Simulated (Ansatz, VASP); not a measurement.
Two plane-wave programs on Rh

```
Rh
1.0
     2.65537    0.00000    0.00000
    -1.32768    2.29961    0.00000
     0.00000    0.00000    8.67916
Rh
4
Direct
  0.66667 0.33333 0.75000
  0.00000 0.00000 0.50000
  0.33333 0.66667 0.25000
  0.00000 0.00000 0.00000
```

Change from the starting cell: volume scaled by 0.96.

Alike in both runs: task single point; functional PBEsol; k mesh 11 × 11 × 3; occupations fermi-dirac, width 0.05 eV; no spin polarisation.

```csv
,VASP,Ansatz
version,VASP 6.6.1,Ansatz 0.2.0
potentials or method,"VASP PAW PBE potentials, release 64 (Rh_pv)",Ansatz PAW
plane-wave cutoff (eV),520,420
valence electrons in the cell,60,68
```

```csv
,VASP,Ansatz,Ansatz less VASP
gap on the k mesh at the Fermi level (eV),none,none,-
pressure (GPa),6.4,6.5,+0.08
largest component of the traceless stress (GPa),1.24,1.23,-0.001
```

A gap of «none» marks a metal or a gap that the smearing closes. With one functional, cell and mesh, what is left measures potentials, basis and numerics. The two sets of potentials don't hold the same shells in valence.

Caveats: the PAW data sets were made with another functional, which shifts forces and pressure a little (VASP); the PAW data sets come from PBE, with cores solved anew for the run's functional, which leaves a small shift of forces and pressure (Ansatz).
